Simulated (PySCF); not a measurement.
Simulated C 1s region for `C=CC(C)=O`, binding energy against the vacuum level.

Every computed line was given a Gaussian of 0.5 eV full width at half maximum and an area set by the number of equivalent atoms; the highest printed point is 100. Level of theory: delta-SCF UKS SCAN, pcX-2 on the ionised atom, pcseg-1 elsewhere, spin-free X2C in PySCF.

(binding energy (eV), intensity): (290.4, 0), (290.5, 2), (290.6, 7), (290.7, 18), (290.8, 38), (290.9, 65), (291.0, 90), (291.1, 100), (291.2, 89), (291.3, 64), (291.4, 37), (291.5, 17), (291.6, 6), (291.7, 2), (291.8, 0), (291.9, 0), (292.0, 0), (292.1, 0), (292.2, 0), (292.3, 0), (292.4, 0), (292.5, 0), (292.6, 0), (292.7, 0), (292.8, 1), (292.9, 3), (293.0, 8), (293.1, 16), (293.2, 26), (293.3, 32), (293.4, 33), (293.5, 27), (293.6, 17), (293.7, 9), (293.8, 4), (293.9, 1), (294.0, 0), (294.1, 0)

Question: How many maxima does the curve show, and how many computed lines lie under it?

Answer: The curve has 2 maxima (at 291.1 and 293.4 eV). Under it lie 4 lines from 4 inequivalent carbon sites. At this width some lines have no maximum of their own.

Question: Decompose the envelope and assign each component. Numbering: `[CH2:1]=[CH:2][C:3]([CH3:4])=[O:5]`.

Answer: 
| position (eV) | relative area | line | atoms | environment |
| --- | --- | --- | --- | --- |
| 291.07 | 1 | C 1s | C2 | alkene CH carbon |
| 291.10 | 1 | C 1s | C1 | terminal =CH2 carbon |
| 291.12 | 1 | C 1s | C4 | methyl carbon next to a carbonyl |
| 293.36 | 1 | C 1s | C3 | ketone carbonyl carbon |

Question: What are the centre and the root-mean-square width of the whole band?

Answer: The area-weighted mean of the lines is 291.66 eV. Their own spread about it is 0.98 eV (rms) and each Gaussian has σ = 0.5/2.355 = 0.21 eV; the variances add, which gives 1.00 eV.

Lowest listed C 1s: C2, bonded to C (double bond), C and H. Highest, 2.29 eV above it: C3, bonded to O (double bond) and 2 C. The widest gap between neighbouring values is 2.24 eV, between 291.12 and 293.36 eV. Summing the Pauling electronegativity differences to the bonded atoms, each weighted by its formal bond order, gives -0.35 for the lowest site and +1.78 for the highest; no listed site has a larger sum than the highest. The smallest sum, -1.05, belongs to C4, 0.05 eV above the lowest. The values 291.07, 291.10 and 291.12 eV lie too close for their order to be trusted.

No satellites, vibrations or lifetime broadening are included. The structure is a single PBE0-D3(BJ)/def2-SVP conformer in the gas phase; no vibrational or solvent corrections.

Shape of the structure used: `[CH2:1]=[CH:2][C:3]([CH3:4])=[O:5]`: C1–C2–C3–C4 0°.
